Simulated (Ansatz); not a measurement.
## Si₇Ge: moving Ge off its site

Si₇Ge, P-43m, a = 5.459 Å. The structure is a Materials Project entry; whether it is the stable form wasn't checked. Ansatz: PBEsol, PAW, 420 eV, Γ-centred 6×6×6 mesh on 8 atoms, Gaussian smearing 0.03 eV; no spin polarisation.

```
Si Ge
1.0
     5.45918    0.00000    0.00000
     0.00000    5.45918    0.00000
     0.00000    0.00000    5.45918
Si Ge
7 1
Cartesian
  1.3790 1.3790 1.3790
  0.0000 2.7296 2.7296
  2.7296 2.7296 0.0000
  2.7296 0.0000 2.7296
  4.0802 1.3790 4.0802
  4.0802 4.0802 1.3790
  1.3790 4.0802 4.0802
  0.0000 0.0000 0.0000
```

Atom 8 (Ge) moves by x along the unit vector (0.000, 0.000, 1.000), with its periodic images; all else is held. y is the free energy of the cell over the start, F the force along the path summed over the moved atoms. Symmetry makes y even in x.

| x (Å) | y (meV) | F (eV/Å) |
| --- | --- | --- |
| -0.450 | ? | ? |
| -0.150 | 140.1 | 1.85 |
| 0.000 | 0.0 | 0.00 |
| 0.075 | 35.2 | -0.94 |
| 0.225 | 312.2 | -2.73 |
| 0.300 | 547.4 | -3.54 |
| 0.375 | 840.4 | -4.26 |

Task: Fit y = c2 x² + c4 x⁴ to the energies of the other rows, give the force constant, and predict energy and force of the missing row.

Result: Least squares on the rows shown. y = 6272.8 x² − 2110.5 x⁴. The force constant is 2 c2 = 12.5 eV/Å² (for all images moving together, not for a lone atom). The force −dy/dx at the missing row is 4.88 eV/Å (computed 4.88). At x = -0.450 the fit asked for gives 1183.7 meV. The run gave 1183.9 meV, so the fit is 0.2 meV too low, a small miss on the scale of the series. The form still works here, 20 % of the fitted range beyond its end. Note that the gap is closed there and open in the run one row down.